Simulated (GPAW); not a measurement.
Al:

```xyz
2
Lattice="4.4916 0.0000 0.0000 -2.2458 3.8898 0.0000 0.0000 0.0000 2.7226" Properties=species:S:1:pos:R:3 pbc="T T T"
Al    0.0000    2.5932    0.0000
Al    2.2458    1.2966    0.0000
```

The cell was built by a generator and needn't be a form met in nature.

Base run:

* Program: GPAW 26.7.0
* Functional: r2SCAN
* Potentials or basis: GPAW PAW data sets (gpaw-data 1.2.1)
* Cutoff: 600 eV
* Basis: pw
* k mesh: 7 × 7 × 10
* Occupations: fermi-dirac, width 0.05 eV
* Spin: no spin polarisation

Its results: band gap on the k mesh none (metal or under the smearing width); pressure 0.9 GPa.

The run is repeated on the same cell with these changes: functional from r2SCAN to PBE. What comes out?

Band gap on the k mesh none (metal or under the smearing width); pressure 1.7 GPa.

Caveats: the PAW data sets were made with another functional, which shifts forces and pressure a little (some runs).
